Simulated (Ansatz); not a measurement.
# Sn (I4_1/amd) in Ansatz: further runs

Aim: see how the results for Sn move with the level of theory and the settings. Levels: BLYP, LDA, PBEsol. Tasks: band structure.

Program: Ansatz 0.2.0. These are calculated values, not measurements. Logs are shortened: lines on timing, memory, paths and dates and some standing lists are left out, and cuts for length are marked.

### 1 The structure

It takes space group I4_1/amd (No. 141, tetragonal). The conventional cell has a = 5.880 Å, b = 5.880 Å, c = 3.199 Å, α = 90.00°, β = 90.00°, γ = 90.00°. Sn (site symmetry -4m2) has 6 Sn at 3.05 to 3.20 Å as nearest neighbours.

### 2 Band structure, BLYP

input.yaml reads:

```yaml
crystal:
  lattice:
    - [-2.9401404553, 2.9401404553, 1.5993019889]
    - [2.9401404553, -2.9401404553, 1.5993019889]
    - [2.9401404553, 2.9401404553, -1.5993019889]
  atoms:
    - { symbol: Sn, position: [0.0, 0.0, 0.0] }
    - { symbol: Sn, position: [0.75, 0.25, 0.5] }
kpoints:
  mp_grid: { grid: [9, 9, 9] }
  band_path:
    path:
      - [0.0, 0.0, 0.0]
      - [0.0, 0.0, 0.5]
      - [-0.5, 0.5, 0.5]
      - [0.0, 0.0, 0.0]
      - [0.3239715651, 0.3239715651, -0.3239715651]
      - [0.25, 0.25, 0.25]
      - [0.0, 0.5, 0.0]
      - [-0.3239715651, 0.6760284349, 0.3239715651]
    npoints: 8
scf:
  occupations: { method: fermi_dirac, width: 0.05 }
hamiltonian:
  xc: blyp
  pseudopotentials: { kind: all_electron, lapw: { basis_error: 0.001 } }
output:
  forces: true
  stress: true
  eigenvalues: true
```

Potentials or basis: all-electron LAPW, scalar-relativistic.

The run is started by

```console
ansatz run input.yaml --threads 1 --pin off --max-ram 3072MiB --backend cpu --events-out ev --progress --plain --runs-dir out
```

What it wrote:

```text
Warning: RAYON_NUM_THREADS=1 ignored (pool sized by the plan → 1); use --threads N
LAPW: plane waves up to 7.386 Å⁻¹, error target 1.0e-3 eV per atom; small_component_spin mean_spin; Sn in spheres of 1.523 Å, 22 of its electrons in bands, Dirac shells [] (how accurate: hamiltonian.pseudopotentials.lapw.basis_error, Limitations)
Engine: ansatz 0.2.0, x86_64-unknown-linux-gnu
Pseudopotentials: kind: all_electron
Pseudopotential: Sn, LAPW, valence charge 22, lapw/all_electron/scalar/gaussian/Sn, Koelling and Harmon's equation, gaussian nucleus
Functional definition: BLYP
  parameter beta = 0.0042
  parameter a = 0.04918
  parameter b = 0.132
  parameter c = 0.2533
  parameter d = 0.349
  exchange = b88_x(beta = beta)
  correlation = lyp_c(a = a, b = b, c = c, d = d)
Crystal: 2 atoms, lattice volume = 55.300 Å³
Basis set: ecut = 207.83269320582002 eV, 383 PW (Γ), FFT grids on a1+a2, a2, a3, exchange–correlation at level 2
Bands: 27, of which v1, the nominal top of the filled ones, is band 22 counted from 1 (21 counted from 0)
Symmetry: 16 space group operations
Space group: I41/amd (ITA 141), of the structure as read, at distance tolerance 3.8e-5 Å
k-points: 75 of 729
Non-local potential: Sn, projectors of the file, none
Initial density: superposition of atomic densities (chi_scale 0.1, normalization cell)
Initial wavefunctions: plane waves of lowest kinetic energy (no species holds an atomic orbital)
Functional: x = b88, c = lyp
iter 1 solved again at ethr=1.10e-4 eV; its pass at ethr=1.00e-1 eV (dr2=4.86e-2 eV) is discarded
SCF iter   1: F=—  HF=-336211.259535 eV  |F-HF|=—  |Δ(HF+E_count)|=         —  Δρ=9.59e-3  dr2=4.87e-2  ethr=1.10e-4  ⟨swp⟩=3.0  Hψ=13666  notcnv=0
preconditioner: auto → Kerker (q_TF=auto, 2.626 Å⁻¹)  [metal: Δε(μ)=0.068 eV  Ē_g=20.879 eV  σ=0.050 eV  W_gap=0.31  n_scr=16 (ndim 8)  ℏωp=26.4 eV  f_vac=0.000  D(μ)=0.86/eV (n_scr^D=4)]
SCF iter   2: F=—  HF=-336211.256909 eV  |F-HF|=—  |Δ(HF+E_count)|=   2.63e-3  Δρ=7.00e-3  dr2=3.00e-2  ethr=1.10e-4  ⟨swp⟩=2.0  Hψ=6134  notcnv=0
SCF iter   3: F=—  HF=-336211.264574 eV  |F-HF|=—  |Δ(HF+E_count)|=   7.67e-3  Δρ=3.87e-3  dr2=1.04e-2  ethr=6.81e-5  ⟨swp⟩=2.0  Hψ=6210  notcnv=0
SCF iter   4: F=—  HF=-336211.267861 eV  |F-HF|=—  |Δ(HF+E_count)|=   3.29e-3  Δρ=1.24e-3  dr2=1.45e-3  ethr=2.37e-5  ⟨swp⟩=2.0  Hψ=6180  notcnv=0
iter 5 solved again at ethr=2.53e-7 eV; its pass at ethr=3.29e-6 eV (dr2=1.11e-4 eV) is discarded
SCF iter   5: F=—  HF=-336211.268195 eV  |F-HF|=—  |Δ(HF+E_count)|=   3.34e-4  Δρ=3.62e-4  dr2=1.12e-4  ethr=2.53e-7  ⟨swp⟩=2.0  Hψ=10307  notcnv=0
SCF iter   6: F=—  HF=-336211.268230 eV  |F-HF|=—  |Δ(HF+E_count)|=   3.48e-5  Δρ=1.40e-4  dr2=1.50e-5  ethr=2.53e-7  ⟨swp⟩=3.0  Hψ=6233  notcnv=0
SCF iter   7: F=—  HF=-336211.268235 eV  |F-HF|=—  |Δ(HF+E_count)|=   4.67e-6  Δρ=2.37e-5  dr2=3.54e-7  ethr=3.40e-8  ⟨swp⟩=3.0  Hψ=6343  notcnv=0
SCF iter   8: F=-336211.268235 eV  HF=-336211.268235 eV  |F-HF|=4.24e-8  |Δ(HF+E_count)|=   2.15e-9  Δρ=7.25e-6  dr2=1.85e-8  ethr=8.05e-10  ⟨swp⟩=3.0  Hψ=6330  notcnv=0
SCF 1 converged in 8 iterations: F = -336211.268235 eV  dr2 = 1.85e-8
NSCF: frozen V_eff on 57 k-points
SCF converged after 8 iterations
Free energy (F): -336211.268235 eV
Harris-Foulkes:  -336211.268235 eV  (|F-HF|=4.24e-8)
Internal energy: -336211.261297 eV  (E = F + TS)
E sigma→0 (E₀):  -336211.264766 eV
Entropy (-TS):   -0.006937 eV (-3.469 meV/atom)
Fermi energy:    13.810812 eV
--- Per-component energies (eV) ---
  E_band       = -1395.819481
  E_kinetic    = 353624.904979
  E_xc         = -9028.597957
  E_electrostatic = -680807.568320  (all electrons and nuclei)
  E_smearing   = -0.006937  (= −TS)
  E_closure    = 0.000000  (closes the sum)
  E_atoms      = -336205.410949  (free atoms, spherical and without spin; not in F)
  Σ components = -336211.268235   (vs F -336211.268235, Δ=0.00e0)
  Basis errors (estimates in eV, not in F): energy 3.8e-4 per atom: plane waves 3.7e-4 (2.0e-4 summed), levels above the bands 8.5e-62, relativity 1.0e-8, radial functions 1.2e-5, core shells 2.9e-9; eigenvalues (radial functions only) 6.4e-7; not estimated: angular momenta, meshes, grids; target (lapw.basis_error) 1.0e-3; muffin-tin radii Sn 1.523 Å
--- Forces (eV/Å), atoms counted from 1 ---
  atom   1  Sn     0.00000000     0.00000000     0.00000000
  atom   2  Sn     0.00000000     0.00000000     0.00000000
  max |Σ_I F_I| component: 1.95e-18 eV/Å
--- Stress (GPa, compression-positive) ---
        5.868177      -0.000000       0.000000
       -0.000000       5.868177       0.000000
        0.000000       0.000000       5.398319
  P = ⅓ Tr σ = 5.7116 GPa (57.116 kbar)
--- Band table (eV; the first three rows and the last of 75) ---
  k-point 0: bands = ["-115.5261", "-115.5254", "-71.3216", "-71.3214", "-71.3106", "-71.3106", "-71.3038", "-71.3038", "-7.8396", "-7.7605", "-7.7161", "-7.7073", "-7.5644", "-7.5644", "-7.5542", "-7.5542", "-7.4719", "-7.3676", "2.7929", "9.8857", "11.8834", "11.8834", "17.2187", "19.8029", "19.8029", "20.3799", "20.4561"]
  k-point 1: bands = ["-115.5261", "-115.5254", "-71.3216", "-71.3214", "-71.3104", "-71.3103", "-71.3040", "-71.3040", "-7.8298", "-7.7622", "-7.7135", "-7.7080", "-7.5692", "-7.5592", "-7.5517", "-7.5507", "-7.4776", "-7.3775", "2.9013", "9.1437", "12.0125", "12.4501", "17.6938", "18.9209", "19.2637", "20.3337", "20.5022"]
  k-point 2: bands = ["-115.5260", "-115.5254", "-71.3216", "-71.3214", "-71.3098", "-71.3097", "-71.3046", "-71.3046", "-7.8016", "-7.7656", "-7.7280", "-7.6853", "-7.5845", "-7.5472", "-7.5467", "-7.5402", "-7.4937", "-7.4039", "3.2261", "7.8688", "12.3964", "13.2856", "17.5498", "18.1465", "19.0296", "20.0675", "20.2657"]
  k-point 74: bands = ["-115.5257", "-115.5257", "-71.3215", "-71.3215", "-71.3111", "-71.3109", "-71.3035", "-71.3033", "-7.7730", "-7.7717", "-7.6085", "-7.5841", "-7.5812", "-7.5737", "-7.5608", "-7.5493", "-7.5446", "-7.5435", "5.9064", "6.2345", "9.2906", "9.6267", "18.8303", "18.8396", "22.1596", "22.6081", "25.6431"]
```

Wall time 29 s (1 thread of Intel Xeon Platinum 8259CL at 2.50GHz (Skylake/Cascade Lake), shared host); peak memory 0.4 GiB.

What came out:

| Quantity | Value |
| --- | --- |
| Free energy | -336211.2682 eV |
| Pressure | 5.7 GPa |
| Band gap along the path | none (metal or under the smearing width) |

Stress tensor (GPa, compression positive):
```
5.87 0.00 0.00
0.00 5.87 0.00
0.00 0.00 5.40
```

Levels at the corners of the path, in eV from the Fermi level:
| point | band 20 | band 21 | band 22 | band 23 | band 24 | band 25 |
| --- | --- | --- | --- | --- | --- | --- |
| Γ | -3.93 | -1.93 | -1.93 | 3.41 | 5.99 | 5.99 |
| X | -8.84 | 0.58 | 0.58 | 1.57 | 1.57 | 5.89 |
| M | -7.63 | -4.57 | -4.57 | 4.99 | 4.99 | 8.95 |
| Γ | -3.93 | -1.93 | -1.93 | 3.41 | 5.99 | 5.99 |
| Z | -5.67 | -2.87 | -2.75 | -2.75 | 2.80 | 5.57 |
| P | -6.08 | -3.36 | -3.36 | 3.43 | 3.43 | 3.77 |
| N | -5.37 | -2.39 | -1.66 | -1.10 | 2.52 | 2.74 |
| Z1 | -5.67 | -2.87 | -2.75 | -2.75 | 2.80 | 5.57 |

Caveat: spin-orbit coupling is left out, which moves the levels of the heavy elements.

### 3 Band structure, LDA, spin-orbit coupling, no magnetisation

input.yaml: that of step 2 with these lines changed.

```diff
@@ -9,3 +9,3 @@
 kpoints:
-  mp_grid: { grid: [9, 9, 9] }
+  mp_grid: { grid: [7, 7, 7] }
   band_path:
@@ -24,4 +24,7 @@
 hamiltonian:
-  xc: blyp
+  xc: lda
   pseudopotentials: { kind: all_electron, lapw: { basis_error: 0.001 } }
+magnetization:
+  noncollinear: true
+  spin_orbit: true
 output:
```

Potentials or basis: all-electron LAPW, relativistic spinors.

The run is started by

```console
ansatz run input.yaml --threads 1 --pin off --max-ram 3072MiB --backend cpu --events-out ev --progress --plain --runs-dir out
```

Run time: 2.2 min. Hardware: 1 thread of Intel Xeon Platinum 8259CL at 2.50GHz (Skylake/Cascade Lake), shared host; peak memory 0.55 GiB.

The run converged. Its results:

```yaml
Free_energy: -335987.9905 eV
Pressure: -3.0 GPa
Band_gap_along_the_path: none (metal or under the smearing width)
```

Stress tensor (GPa, compression positive):
```
-3.27  0.00  0.00
 0.00 -3.27  0.00
 0.00  0.00 -2.54
```

Levels at the corners of the path, in eV from the Fermi level:
```
point  band 41  band 42  band 43  band 44  band 45  band 46  band 47  band 48
    Γ    -2.05    -2.05    -1.65    -1.65     3.20     3.20     5.65     5.65
    X     0.63     0.63     0.63     0.63     1.61     1.61     1.61     1.61
    M    -4.59    -4.59    -4.59    -4.59     5.04     5.04     5.04     5.04
    Γ    -2.05    -2.05    -1.65    -1.65     3.20     3.20     5.65     5.65
    Z    -2.94    -2.94    -2.77    -2.77    -2.63    -2.63     2.94     2.94
    P    -3.38    -3.38    -3.32    -3.32     3.39     3.39     3.55     3.55
    N    -2.30    -2.30    -1.64    -1.64    -0.96    -0.96     2.39     2.39
   Z1    -2.94    -2.94    -2.77    -2.77    -2.63    -2.63     2.94     2.94
```

Caveat: the k mesh is thin for a metal, which can move the energy by tens of meV per atom.

### 4 Band structure, PBEsol

input.yaml: that of step 3 with these lines changed.

```diff
@@ -9,3 +9,3 @@
 kpoints:
-  mp_grid: { grid: [7, 7, 7] }
+  mp_grid: { grid: [9, 9, 9] }
   band_path:
@@ -20,3 +20,3 @@
       - [-0.3239715651, 0.6760284349, 0.3239715651]
-    npoints: 8
+    npoints: 12
 scf:
@@ -24,7 +24,4 @@
 hamiltonian:
-  xc: lda
+  xc: pbesol
   pseudopotentials: { kind: all_electron, lapw: { basis_error: 0.001 } }
-magnetization:
-  noncollinear: true
-  spin_orbit: true
 output:
```

Potentials or basis: all-electron LAPW, scalar-relativistic.

The run is started by

```console
ansatz run input.yaml --threads 1 --pin off --max-ram 3072MiB --backend cpu --events-out ev --progress --plain --runs-dir out
```

It took 30 s on 1 thread of Intel Xeon Platinum 8259CL at 2.50GHz (Skylake/Cascade Lake), shared host; peak memory 0.41 GiB.

It converged, with:

| Item | Value |
| --- | --- |
| Free energy | -336030.0474 eV |
| Pressure | -1.4 GPa |
| Band gap along the path | none (metal or under the smearing width) |

Stress tensor (GPa, compression positive):
```
-1.31  0.00  0.00
 0.00 -1.31  0.00
 0.00  0.00 -1.70
```

Levels at the corners of the path, in eV from the Fermi level:
```csv
point,band 20,band 21,band 22,band 23,band 24,band 25
Γ,-3.73,-1.94,-1.94,2.97,6.10,6.10
X,-8.81,0.59,0.59,1.51,1.51,5.94
M,-7.52,-4.72,-4.72,4.99,4.99,9.17
Γ,-3.73,-1.94,-1.94,2.97,6.10,6.10
Z,-5.57,-2.99,-2.85,-2.85,2.96,5.49
P,-5.96,-3.46,-3.46,3.52,3.52,3.85
N,-5.35,-2.35,-1.67,-1.11,2.25,2.79
Z1,-5.57,-2.99,-2.85,-2.85,2.96,5.49
```

Caveat: spin-orbit coupling is left out, which moves the levels of the heavy elements.

### 5 The runs side by side

| level | potentials or basis | spin | k mesh | pressure (GPa) |
| --- | --- | --- | --- | --- |
| BLYP | all-electron LAPW, scalar-relativistic | off | 9 × 9 × 9 | 5.7 |
| LDA | all-electron LAPW, relativistic spinors | SOC, no magnetisation | 7 × 7 × 7 | -3.0 |
| PBEsol | all-electron LAPW, scalar-relativistic | off | 9 × 9 × 9 | -1.4 |

Alike in all rows: task band structure; cell as given; cutoff (eV) 208; smearing fermi-dirac 0.05 eV; basis error allowed 0.001 eV/atom.

Caveats: spin-orbit coupling is left out, which moves the levels of the heavy elements (some runs); the k mesh is thin for a metal, which can move the energy by tens of meV per atom (some runs).

Compare energies only between runs with the same functional and basis.
